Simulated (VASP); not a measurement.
# InAs (Fm-3m) in VASP: further runs

One crystal, InAs, is run at these levels: PBE; tasks: single point, relaxation of cell and atoms.

All numbers are computed with VASP 6.6.1; they aren't measurements. Logs are shortened: lines on timing, memory, paths and dates and some standing lists are left out, and cuts for length are marked.

## (1) The crystal as given

It takes space group Fm-3m (No. 225, cubic). Conventional cell: a = 5.751 Å, b = 5.751 Å, c = 5.751 Å, α = 90.00°, β = 90.00°, γ = 90.00°. In (site symmetry m-3m) is surrounded by 6 As at 2.88 Å. As (site symmetry m-3m) is surrounded by 6 In at 2.88 Å.

Measurements of this composition are mostly on another form, of space group No. 216.

## (2) Single point, PBE

INCAR

```
PREC = Accurate
ENCUT = 520
EDIFF = 1E-6
ISMEAR = 0
SIGMA = 0.1
LREAL = F
LASPH = T
NELM = 100
ALGO = Normal
ISIF = 2
LWAVE = F
LCHARG = F
GGA = PE
NBANDS = 16
```

KPOINTS

```
Automatic mesh
0
Gamma
  12 12 12
```

POSCAR

```
InAs
1.0
    0.0000000000      2.8752816624      2.8752816624
    2.8752816624      0.0000000000      2.8752816624
    2.8752816624      2.8752816624      0.0000000000
In As
1 1
Direct
    0.5000000000      0.5000000000      0.5000000000
    0.0000000000      0.0000000000      0.0000000000
```

Potentials or basis: VASP PAW PBE potentials, release 64 (In_d, As).

Launch:

```console
cat potpaw_PBE.64/In_d/POTCAR potpaw_PBE.64/As/POTCAR > POTCAR
mpirun -np 1 vasp_std > vasp.out
```

OUTCAR:

```text
PREC = Accurate
   ENCUT = 520
   EDIFF = 1E-6
   ISMEAR = 0
   LREAL = F
   LASPH = T
   NELM = 100
   ISIF = 2
   GGA = PE

 ion  position               nearest neighbor table
   1  0.500  0.500  0.500-   2 2.88   2 2.88   2 2.88   2 2.88   2 2.88   2 2.88
   2  0.000  0.000  0.000-   1 2.88   1 2.88   1 2.88   1 2.88   1 2.88   1 2.88

  LATTYP: Found a face centered cubic cell.
 ALAT       =     5.7505633248

  Lattice vectors:

 A1 = (   0.0000000000,   2.8752816624,   2.8752816624)
 A2 = (   2.8752816624,   0.0000000000,   2.8752816624)
 A3 = (   2.8752816624,   2.8752816624,   0.0000000000)

Analysis of symmetry for initial positions (statically):
=====================================================================
 Subroutine PRICEL returns:
 Original cell was already a primitive cell.

 Routine SETGRP: Setting up the symmetry group for a
 face centered cubic supercell.

 Subroutine GETGRP returns: Found 48 space group operations
 (whereof 48 operations were pure point group operations)
 out of a pool of 48 trial point group operations.

The static configuration has the point symmetry O_h .

Analysis of symmetry for dynamics (positions and initial velocities):
=====================================================================
 Subroutine PRICEL returns:
 Original cell was already a primitive cell.

 Routine SETGRP: Setting up the symmetry group for a
 face centered cubic supercell.

 Subroutine GETGRP returns: Found 48 space group operations
 (whereof 48 operations were pure point group operations)
 out of a pool of 48 trial point group operations.

The dynamic configuration has the point symmetry O_h .

 Subroutine INISYM returns: Found 48 space group operations
 (whereof 48 operations are pure point group operations),
 and found     1 'primitive' translations

----------------------------------------------------------------------------------------

                                     Primitive cell

  volume of cell :      47.5413

  direct lattice vectors                    reciprocal lattice vectors
     0.000000000  2.875281662  2.875281662    -0.173896007  0.173896007  0.173896007
     2.875281662  0.000000000  2.875281662     0.173896007 -0.173896007  0.173896007
     2.875281662  2.875281662  0.000000000     0.173896007  0.173896007 -0.173896007

  length of vectors
[... 81 lines left out ...]
   NELM   =    100;   NELMIN=  2; NELMDL= -5     # of ELM steps
   EDIFF  = 0.1E-05   stopping-criterion for ELM
   LREAL  =      F    real-space projection
   EDIFFG = 0.1E-04   stopping-criterion for IOM
   NSW    =      0    number of steps for IOM
   IBRION =     -1    ionic relax: 0-MD 1-quasi-New 2-CG
   NFREE  =      0    steps in history (QN), initial steepest desc. (CG)
   ISIF   =      2    stress and relaxation
   ISYM   =      2    0-nonsym 1-usesym 2-fastsym
   POTIM  = 0.5000    time-step for ionic-motion
   TEBEG  =    0.0;   TEEND  =   0.0 temperature during run
   PSTRESS=    0.0 pullay stress
   NELECT =      18.0000    total number of electrons
   NUPDOWN=      -1.0000    fix difference up-down
   EMIN   =  10.00;   EMAX   =-10.00  energy-range for DOS
   EFERMI =   0.00;   METHOD = LEGACY
   ISMEAR =     0;   SIGMA  =   0.10  broadening in eV -4-tet -1-fermi 0-gaus
   EFERMI_NEDOS =   21; number of points for ismear=-14 and -15
   IALGO  =     38    algorithm
   IMIX   =      4    mixing-type and parameters
     AMIX     =   0.40;   BMIX     =  1.00
     AMIX_MAG =   1.60;   BMIX_MAG =  1.00
  volume/ion in A,a.u.               =      23.77       160.41
  Fermi-wavevector in a.u.,A,eV,Ry     =   1.184337  2.238072 19.084266  1.402654
  Thomas-Fermi vector in A             =   2.320553
   LORBIT       =      0    0 simple, 1 ext, 2 COOP (PROOUT), +10 PAW based schemes
   GGA     = PE    functional components
   LHFCALC =     F    Hartree Fock is set to
   AEXX    =    0.0000 exact exchange contribution
   IVDW    =     0    specifies the selected vdW correction
   LEPSILON=     F    determine dielectric tensor
   LRPA    =     F    only Hartree local field effects (RPA)
 non-spin polarized calculation
 Gauss-broadening in eV      SIGMA  =   0.10
  energy-cutoff  :      520.00
  volume of cell :       47.54
 maximum number of plane-waves:      1303
   NGX = 15   NGY = 15   NGZ = 15

 number of electron      18.0000001 magnetization

 Free energy of the ion-electron system (eV)
  ---------------------------------------------------
  ext. energy  EPLUGINS =         0.00000000
  ---------------------------------------------------
  free energy    TOTEN  =        -7.31912079 eV

  energy without entropy =       -7.31174136  energy(sigma->0) =       -7.31543107

 E-fermi :   5.8934     XC(G=0): -10.1071

 val. band max:        5.8746831259   @ k =   0.2500   0.0000   0.0000
 cond. band min:       5.9166753017   @ k =   0.4167   0.2500   0.0000
 fundamental gap:      0.0419921758
 Fermi energy:         5.8934180192

 k-point     1 :       0.0000    0.0000    0.0000
  band No.  band energies     occupation
      1      -8.3863      2.00000
      2      -8.3863      2.00000
      3      -8.3659      2.00000
      4      -8.3659      2.00000
      5      -8.3659      2.00000
      6      -6.1621      2.00000
[... 433 lines left out ...]
      3      -8.3606      2.00000
      4      -8.3253      2.00000
      5      -8.3107      2.00000
      6      -4.2595      2.00000
[... 8 lines left out ...]
     15      16.6744      0.00000
     16      16.7387      0.00000

 [... further k-points ...]

------------------------ aborting loop because EDIFF is reached ----------------------------------------

  FORCE on cell =-STRESS in cart. coord.  units (eV):
  Direction    XX          YY          ZZ          XY          YZ          ZX
  --------------------------------------------------------------------------------------
  -------------------------------------------------------------------------------------
  Total        0.0490101      0.0490101      0.0490101     -0.0000000      0.0000000     -0.0000000
  in kB        1.6516752      1.6516752      1.6516752     -0.0000000      0.0000000     -0.0000000
  external PRESSURE =       1.6516752 kB  Pullay stress =       0.0000000 kB

 VOLUME and BASIS-vectors are now :
 -----------------------------------------------------------------------------
  energy-cutoff  :      520.00
  volume of cell :       47.54
      direct lattice vectors                 reciprocal lattice vectors
     0.000000000  2.875281662  2.875281662    -0.173896007  0.173896007  0.173896007
     2.875281662  0.000000000  2.875281662     0.173896007 -0.173896007  0.173896007
     2.875281662  2.875281662  0.000000000     0.173896007  0.173896007 -0.173896007

 POSITION                                       TOTAL-FORCE (eV/Angst)
 -----------------------------------------------------------------------------------
      2.87528      2.87528      2.87528         0.000000      0.000000      0.000000
      0.00000      0.00000      0.00000        -0.000000     -0.000000     -0.000000
 -----------------------------------------------------------------------------------
    total drift:                                0.000000      0.000000      0.000000

  FREE ENERGIE OF THE ION-ELECTRON SYSTEM (eV)
  ---------------------------------------------------
  free  energy   TOTEN  =        -7.3191207875 eV

  energy  without entropy=       -7.3117413553  energy(sigma->0) =       -7.31543107
```

OSZICAR:

```text
N       E                     dE             d eps       ncg     rms          rms(c)
DAV:   1     0.100888127095E+03    0.10089E+03   -0.88333E+03  2320   0.129E+03
DAV:   2    -0.154334981097E+01   -0.10243E+03   -0.98579E+02  2456   0.296E+02
DAV:   3    -0.737906964808E+01   -0.58357E+01   -0.57809E+01  3016   0.662E+01
DAV:   4    -0.749954526070E+01   -0.12048E+00   -0.12044E+00  2768   0.103E+01
DAV:   5    -0.750431362544E+01   -0.47684E-02   -0.47683E-02  3288   0.191E+00    0.371E+00
DAV:   6    -0.732519947454E+01    0.17911E+00   -0.31134E-01  3296   0.922E+00    0.194E+00
DAV:   7    -0.731887702727E+01    0.63224E-02   -0.51512E-02  3320   0.203E+00    0.640E-01
DAV:   8    -0.731898240203E+01   -0.10537E-03   -0.44419E-03  2992   0.851E-01    0.134E-01
DAV:   9    -0.731912796930E+01   -0.14557E-03   -0.58352E-04  3200   0.331E-01    0.821E-02
DAV:  10    -0.731912079919E+01    0.71701E-05   -0.38545E-05  3120   0.569E-02    0.557E-02
DAV:  11    -0.731912078747E+01    0.11717E-07   -0.51480E-06  3232   0.211E-02
   1 F= -.73191208E+01 E0= -.73154311E+01  d E =-.737943E-02
```

stdout:

```text
POSCAR found type information on POSCAR InAs
 POSCAR found :  2 types and       2 ions
 scaLAPACK will be used
 LDA part: xc-table for (Slater+PW92), standard interpolation
 POSCAR, INCAR and KPOINTS ok, starting setup
 FFT: planning ... GRIDC
 FFT: planning ... GRID_SOFT
 FFT: planning ... GRID
 WAVECAR not read
 entering main loop
```

It took 56 s on 1 thread of AMD EPYC 7R43 (Zen 3), shared host; peak memory 0.16 GiB.

What came out:

| Property | Result |
| --- | --- |
| Free energy | -7.3191 eV |
| Pressure | 0.2 GPa |
| Band gap on the k mesh | none (metal or under the smearing width) |

Levels at points of the mesh, in eV from the Fermi level:
```
           k point  band 7  band 8  band 9  band 10  band 11  band 12
(0.00, 0.00, 0.00)   -0.59   -0.14   -0.14    -0.14     7.23     7.23
(0.50, 0.00, 0.00)   -6.46    0.24    0.24     2.18     3.33     3.33
(0.50, 0.50, 0.00)   -4.65   -2.88   -2.18    -2.18     3.93     9.26
```

## (3) Relaxation of cell and atoms, PBE

This run uses another cell than the first one, of 23.82 Å³/atom, 1.002 times its volume.

INCAR

```
SYSTEM = InAs
ALGO = Normal
EDIFF = 1E-7
EDIFFG = -0.005
ENCUT = 600
GGA = PE
IBRION = 2
ISIF = 3
ISMEAR = 0
LASPH = .True.
LCHARG = .False.
LREAL = .False.
LWAVE = .False.
NELM = 100
NSW = 100
PREC = Accurate
SIGMA = 0.1
```

KPOINTS

```
k-points
0
Gamma
  12 12 12
  0 0 0
```

POSCAR

```
InAs
1.0
    0.0000000000      2.8773040000      2.8773040000
    2.8773040000      0.0000000000      2.8773040000
    2.8773040000      2.8773040000      0.0000000000
In As
1 1
Direct
    0.5000000000      0.5000000000      0.5000000000
    0.0000000000      0.0000000000      0.0000000000
```

Potentials or basis: VASP PAW PBE potentials, release 64 (In_d, As).

Launch:

```console
cat potpaw_PBE.64/In_d/POTCAR potpaw_PBE.64/As/POTCAR > POTCAR
mpirun -np 1 vasp_std > vasp.out
```

Run time: 3.7 min. Hardware: 1 thread of AMD EPYC 7R43 (Zen 3), shared host; peak memory 0.19 GiB.

It converged, with:

```
Free energy                            : -7.3192 eV
Relaxed volume                         : 23.80 Å³/atom
Relaxed cell                           : a = 4.068 Å, b = 4.068 Å, c = 4.068 Å, α = 60.00°, β = 60.00°, γ = 60.00°
Space group after relaxing (to 0.05 Å) : Fm-3m (No. 225)
Energy gained by relaxing              : 0.0 meV/atom
Ionic steps                            : 3
Pressure after relaxing                : 0.0 GPa
Band gap on the k mesh                 : none (metal or under the smearing width)
```

Final structure:
```
In As
1.0
     0.00000    2.87666    2.87666
     2.87666    0.00000    2.87666
     2.87666    2.87666    0.00000
In As
1 1
Direct
  0.50000 0.50000 0.50000
  0.00000 0.00000 0.00000
```

Levels at points of the mesh, in eV from the Fermi level:
| k point | band 6 | band 7 | band 8 | band 9 | band 10 | band 11 | band 12 | band 13 |
| --- | --- | --- | --- | --- | --- | --- | --- | --- |
| (0.00, 0.00, 0.00) | -12.05 | -0.60 | -0.14 | -0.14 | -0.14 | 7.23 | 7.23 | 7.23 |
| (0.50, 0.00, 0.00) | -10.38 | -6.45 | 0.24 | 0.24 | 2.18 | 3.33 | 3.33 | 4.45 |
| (0.50, 0.50, 0.00) | -9.50 | -4.64 | -2.88 | -2.17 | -2.17 | 3.93 | 9.25 | 9.25 |
